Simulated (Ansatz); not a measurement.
BAs at 18 GPa (stress–strain coefficients): relaxed-ion elastic tensor

Theory: DFT PBE, scalar-relativistic, plane waves, PAW in Ansatz. Cutoff 420 eV, 10×10×10 k-points (Γ-centred), fixed occupations. No spin polarisation.

The cell, relaxed at 18 GPa:
```yaml
crystal:
  lattice:
    - [0.00000, 2.31847, 2.31847]
    - [2.31847, 0.00000, 2.31847]
    - [2.31847, 2.31847, 0.00000]
  atoms:
    - { symbol: B, position: [0.00000, 0.00000, 0.00000] }
    - { symbol: As, position: [0.75000, 0.75000, 0.75000] }
```

Question: Give the relaxed-ion elastic constants (GPa, Voigt order xx yy zz yz xz xy, on the axes of the cell above).

Answer:
C11 = 349.0, C12 = 126.7, C13 = 126.7, C22 = 349.0, C23 = 126.7, C33 = 349.0, C44 = 175.8, C55 = 175.8, C66 = 175.8 GPa; the others vanish.

Question: Is the crystal stable against homogeneous strain?

Answer: Yes: the least eigenvalue of the tensor is 175.8 GPa.

Question: And the moduli of a polycrystal (Hill averages)?

Answer: B = 201 GPa, G = 146 GPa, E = 353 GPa, ν = 0.21.

Cost: 1 run of about 1.2 core-minutes, on Intel Xeon Platinum 8259CL (Skylake/Cascade Lake) (shared hosts).